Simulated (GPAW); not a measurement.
Crystal: HgTe (Coloradoite).

```xyz
2
Lattice="0.0000 3.2145 3.2145 3.2145 0.0000 3.2145 3.2145 3.2145 0.0000" Properties=species:S:1:pos:R:3 pbc="T T T"
Hg    0.0000    0.0000    0.0000
Te    4.8217    4.8217    4.8217
```

Base run:

```yaml
Program: GPAW 26.7.0
Functional: PBE
Potentials_or_basis: GPAW PAW data sets (gpaw-data 1.2.1)
Cutoff: 450 eV
Basis: pw
k_mesh: 6 × 6 × 6
Occupations: fermi-dirac, width 0.05 eV
Spin: no spin polarisation
```

Its results: band gap on the k mesh none (metal or under the smearing width); pressure 4.2 GPa.

The run is repeated on the same cell with these changes: functional from PBE to r2SCAN; cutoff from 450 eV to 500 eV. What comes out?

Band gap on the k mesh none (metal or under the smearing width); pressure 3.2 GPa.

Caveats: the cutoff is short for stress and forces, so pressures can be off by a GPa or more; the PAW data sets were made with another functional, which shifts forces and pressure a little (some runs).
